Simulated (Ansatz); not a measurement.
Set up this calculation in Ansatz 0.2.0, as the native input.

```yaml
Task: single point
Functional: PBE
Potentials_or_basis: Ansatz PAW
Cutoff: "420 eV (not typed: the program's choice for these potentials)"
k_mesh: 9 × 9 × 9
Occupations: gaussian, width 0.012 eV
Spin: no spin polarisation
```

HfO2:

```
Hf O
1.0
     0.00000    2.55750    2.55750
     2.55750    0.00000    2.55750
     2.55750    2.55750    0.00000
Hf O
1 2
Direct
  0.00000 0.00000 0.00000
  0.75000 0.75000 0.75000
  0.25000 0.25000 0.25000
```

Measurements of this composition are mostly on another form, of space group No. 14.

These files were run (other wordings do the same):

input.yaml

```yaml
crystal:
  lattice:
    - [0.0, 2.5575, 2.5575]
    - [2.5575, 0.0, 2.5575]
    - [2.5575, 2.5575, 0.0]
  atoms:
    - { symbol: Hf, position: [0.0, 0.0, 0.0] }
    - { symbol: O, position: [0.75, 0.75, 0.75] }
    - { symbol: O, position: [0.25, 0.25, 0.25] }
hamiltonian:
  xc: pbe
  pseudopotentials: { kind: paw }
kpoints:
  mp_grid: { grid: [9, 9, 9] }
scf:
  occupations: { method: gaussian, width: 0.012 }
output:
  forces: true
  stress: true
  eigenvalues: true
```

Potentials or basis: Ansatz PAW.

Run with:

```console
$ ansatz run input.yaml --threads 2 --pin off --max-ram 5632MiB --backend cpu --events-out ev --progress --plain --runs-dir out
```

It gave:

| Item | Value |
| --- | --- |
| Pressure | -2.5 GPa |
| Band gap on the k mesh | 3.83 eV, indirect (least direct gap 3.94 eV) |

Caveat: odd divisions of the mesh miss points on the zone boundary, where band edges often lie, so the gap on the mesh can be too wide; the pressure holds a Pulay correction of +0.9 GPa for the finite cutoff; spin-orbit coupling is left out, which moves the levels of the heavy elements.

Run time: 0.72 s on 2 threads of Arm Neoverse V2, on a shared host, peak memory 0.3 GiB.
